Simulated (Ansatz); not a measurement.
# TaN under changes of volume

One of the cells (10.813 Å³/atom); the others are scaled copies at fixed shape and fractional positions:

```
CELL_PARAMETERS angstrom
0.00000 2.21132 2.21132
2.21132 0.00000 2.21132
2.21132 2.21132 0.00000
ATOMIC_POSITIONS crystal
Ta 0.50000 0.50000 0.50000
N 0.00000 0.00000 0.00000
```

The cell comes from a database or a generator and needn't be the stable form of this composition.

```yaml
Program: Ansatz 0.2.0
Functional: r2SCAN
Potentials_or_basis: Ansatz PAW
Cutoff: "500 eV (not typed: the program's choice for these potentials)"
k_mesh: 10 × 10 × 10
Occupations: fermi-dirac, width 0.05 eV
Spin: no spin polarisation
```

| volume (Å³/atom) | energy over the lowest point (meV/atom) | pressure (GPa) |
| --- | --- | --- |
| 10.164 | ? | ? |
| 10.381 | 5.96 | 8.3 |
| 10.597 | 0.00 | 0.7 |
| 10.813 | 3.83 | -6.2 |
| 11.030 | 16.42 | -12.3 |
| 11.246 | 36.88 | -17.8 |
| 11.462 | 64.36 | -22.7 |

Problem. What does the run at 10.164 Å³/atom give?

Solution. Energy over the lowest point 22.86 meV/atom; pressure 16.9 GPa.

Worked out: A Birch-Murnaghan fit of order 3 (a polynomial in V^(-2/3)) to the other rows has its minimum at 10.62 Å³/atom with B0 = V·E''(V) = 351 GPa and B' = 4.3. It gives 22.87 meV/atom at 10.164 Å³/atom, against the run's 22.86, and -dE/dV = 16.8 GPa, against 16.9.

Energies are extrapolated to zero smearing.

Caveats: the PAW data sets come from PBE, with cores solved anew for the run's functional, which leaves a small shift of forces and pressure.
